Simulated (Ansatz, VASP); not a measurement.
**Cr in VASP and in Ansatz**

```xyz
1
Lattice="-1.4243 1.4243 1.4243 1.4243 -1.4243 1.4243 1.4243 1.4243 -1.4243" Properties=species:S:1:pos:R:3 pbc="T T T"
Cr    0.0000    0.0000    0.0000
```

Alike in both runs: task single point; functional PBE; k mesh 15 × 15 × 15; occupations fermi-dirac, width 1 eV; no spin polarisation.

|  | VASP | Ansatz |
| --- | --- | --- |
| version | VASP 6.6.1 | Ansatz 0.2.0 |
| potentials or method | VASP PAW PBE potentials, release 64 (Cr_pv) | plane waves (420 eV) with PAW, scalar-relativistic |
| plane-wave cutoff (eV) | 520 | 420 |
| valence electrons in the cell | 12 | 14 |

Ansatz gave:

```
pressure (GPa) : 36.3
```

Question: Estimate VASP's values.

Answer: Pressure (GPa): 36.2.

The two sets of potentials don't hold the same shells in valence.

Caveats: the run has no spin polarisation, though such a crystal can be magnetic. Spin polarisation is off, so any magnetic state and its effect on volume and gap are missing.
